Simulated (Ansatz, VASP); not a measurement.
# BN in VASP and in Ansatz

```
B N
1.0
     0.00000    1.76958    1.76958
     1.76958    0.00000    1.76958
     1.76958    1.76958    0.00000
B N
1 1
Direct
  0.00000 0.00000 0.00000
  0.75000 0.75000 0.75000
```

Alike in both runs: task single point; functional PBE; k mesh 12 × 12 × 12; occupations gaussian, width 0.02 eV; no spin polarisation.

|  | VASP | Ansatz |
| --- | --- | --- |
| version | VASP 6.6.1 | Ansatz 0.2.0 |
| potentials or method | VASP PAW PBE potentials, release 64 (B, N) | scalar-relativistic, plane waves, PAW |
| plane-wave cutoff (eV) | 520 | 420 |
| valence electrons in the cell | 8 | 8 |

Ansatz gave:

```
gap on the k mesh at the Fermi level (eV) : 4.53
least direct gap on the mesh (eV)         : 9.13
pressure (GPa)                            : 30.3
```

Task: Estimate VASP's values.

Result: gap on the k mesh at the Fermi level (eV): 4.52; least direct gap on the mesh (eV): 9.12; pressure (GPa): 30.8.

The functional is the same, so the differences come from potentials, cutoffs and numerics.

Caveats: so large a pressure means that the cell lies far from this level's equilibrium, or that cutoff or potentials fall short (VASP). A k mesh can miss the band edges.
